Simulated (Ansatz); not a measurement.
HfSiO4 at a changed volume — electric field gradients

The cell is a structure deposited in the COD, relaxed with PBE at fixed cell and then changed (volume scaled by 1.06).

Space group I4_1/amd:1 (No. 141); a = 6.7014, c = 6.0802 Å.

```csv
site,Wyckoff,site symmetry,x,y,z
Hf,4a,-4m2,0.0000,0.5000,0.2500
Si,4b,-4m2,0.5000,0.0000,0.2500
O,16h,.m.,0.5000,0.3147,0.8193
```

One atom of each set is listed; the run and its k-mesh use a cell of 12 atoms with edges of 5.63, 5.63, 5.63 Å.

Level of theory: DFT, PBE, plane waves and PAW (field gradients read without the response of the frozen cores, which leaves them typically 4 to 6 % off), scalar-relativistic, 420 eV cutoff, Γ-centred 5×5×5 k-points, Fermi–Dirac smearing 0.02 eV (Ansatz 0.2.0).

Conventions: |V_zz| ≥ |V_yy| ≥ |V_xx|, η = (V_xx − V_yy)/V_zz, C_Q = eQV_zz/h.

179Hf: I = 9/2, Q = 3793 mb; ¹⁷O: I = 5/2, Q = -25.58 mb. Q values from Pyykkö, Mol. Phys. 116, 1328 (2018).

**Question.** Give the quadrupolar parameters of the distinct sites.

**Answer.** 

| site | atoms | first shell | V_xx, V_yy, V_zz (10²¹ V/m²) | η | C_Q (MHz) |
| --- | --- | --- | --- | --- | --- |
| Hf | 2 | 8 O at 2.15–2.30 Å | -5.91, -5.91, 11.82 | 0.00 | 1084 |
| Si | 2 | 4 O at 1.66 Å | 0.90, 0.90, -1.80 | 0.00 | – |
| O | 8 | 1 Si at 1.66 Å, 2 Hf at 2.15–2.30 Å | -0.44, -5.27, 5.71 | 0.85 | -3.53 |

An axis of threefold or higher order runs through Hf and Si, so V_zz lies along it and η is zero.

Si has no stable isotope with a ground-state quadrupole moment in the table, so no C_Q is given.

Without spin–orbit coupling the gradients at and beside Hf can be off by some per cent, at some sites by more. At this changed cell the PBE pressure is -7 GPa. The atoms aren't relaxed in the changed cell (largest force 0.4 eV/Å).

The run took 3.8 s of wall time (3.7 s of CPU time) and 0.55 GiB at its peak, on 1 thread of AMD EPYC 9R45 (Zen 5) (x86_64; 16 cores open to the job, memory cap 3.0 GiB, no GPU), a shared host with a load of 0.2 a core.
